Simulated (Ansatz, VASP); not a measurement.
## One calculation of Ti3Al, two programs

File INCAR:

```
SYSTEM = Ti3Al
PREC     = Accurate       ! precision mode
ENCUT    = 520            ! plane-wave cutoff, eV
EDIFF    = 1E-7           ! SCF threshold, eV
ISMEAR   = -1             ! smearing method
SIGMA    = 0.05           ! smearing width, eV
LREAL    = .False.        ! projectors in reciprocal space
LASPH    = .True.         ! aspherical terms in the spheres
NELM     = 100            ! most SCF steps
ALGO     = Normal         ! electronic algorithm
ISIF     = 2              ! what is computed and relaxed
LWAVE    = .False.        ! write WAVECAR
LCHARG   = .False.        ! write CHGCAR
GGA      = PS             ! functional
NBANDS   = 28             ! bands
```

Contents of KPOINTS:

```
Automatic mesh
0
Gamma
  9 9 3
  0 0 0
```

POSCAR

```
Ti3Al
1.0
    2.9275422229      0.0000000000      0.0000000000
   -1.4637711114      2.5353259357      0.0000000000
    0.0000000000      0.0000000000      9.0418347600
Ti Al
3 1
Direct
    0.3333333333      0.6666666667      0.2494060000
    0.3333333333      0.6666666667      0.7505940000
    0.6666666667      0.3333333333      0.0000000000
    0.6666666667      0.3333333333      0.5000000000
```

The input input.yaml:

```yaml
crystal:
  lattice:
    - [2.9275422229, 0.0, 0.0]
    - [-1.4637711114, 2.5353259357, 0.0]
    - [0.0, 0.0, 9.04183476]
  atoms:
    - { symbol: Ti, position: [0.3333333333, 0.6666666667, 0.249406] }
    - { symbol: Ti, position: [0.3333333333, 0.6666666667, 0.750594] }
    - { symbol: Ti, position: [0.6666666667, 0.3333333333, 0.0] }
    - { symbol: Al, position: [0.6666666667, 0.3333333333, 0.5] }
hamiltonian:
  xc: pbesol
  pseudopotentials: { kind: paw }
kpoints:
  mp_grid: { grid: [9, 9, 3] }
  band_path:
    path:
      - [[0.0, 0.0, 0.0], [0.5, 0.0, 0.0], [0.3333333333, 0.3333333333, 0.0], [0.0, 0.0, 0.0], [0.0, 0.0, 0.5], [0.5, 0.0, 0.5], [0.3333333333, 0.3333333333, 0.5], [0.0, 0.0, 0.5]]
      - [[0.5, 0.0, 0.5], [0.5, 0.0, 0.0]]
      - [[0.3333333333, 0.3333333333, 0.0], [0.3333333333, 0.3333333333, 0.5]]
    npoints: 14
scf:
  occupations: { method: fermi_dirac, width: 0.05 }
  n_extra_bands: 10
output:
  forces: true
  stress: true
  eigenvalues: true
  fatbands: false
```

The cell comes from a database or a generator and needn't be the stable form of this composition.

Alike in both runs: functional PBEsol; k mesh 9 × 9 × 3; occupations fermi-dirac, width 0.05 eV; no spin polarisation.

|  | VASP | Ansatz |
| --- | --- | --- |
| version | VASP 6.6.1 | Ansatz 0.2.0 |
| potentials or method | VASP PAW PBE potentials, release 64 (Ti_sv, Al) | Ansatz PAW |
| plane-wave cutoff (eV) | 520 | 420 |
| valence electrons in the cell | 39 | 39 |
| task | single point | band structure |

|  | VASP | Ansatz | Ansatz less VASP |
| --- | --- | --- | --- |
| gap on the k mesh at the Fermi level (eV) | none | none | - |
| pressure (GPa) | -1.2 | -1.1 | +0.14 |
| largest component of the traceless stress (GPa) | 2.34 | 2.31 | -0.029 |
| rms of the force components (eV/Å) | 0.046 | 0.041 | -0.0049 |

Atom by atom the forces differ by 0.005 eV/Å (rms over components). A gap of «none» marks a metal or a gap that the smearing closes.

Caveats: the PAW data sets were made with another functional, which shifts forces and pressure a little (VASP); the PAW data sets come from PBE, with cores solved anew for the run's functional, which leaves a small shift of forces and pressure (Ansatz).
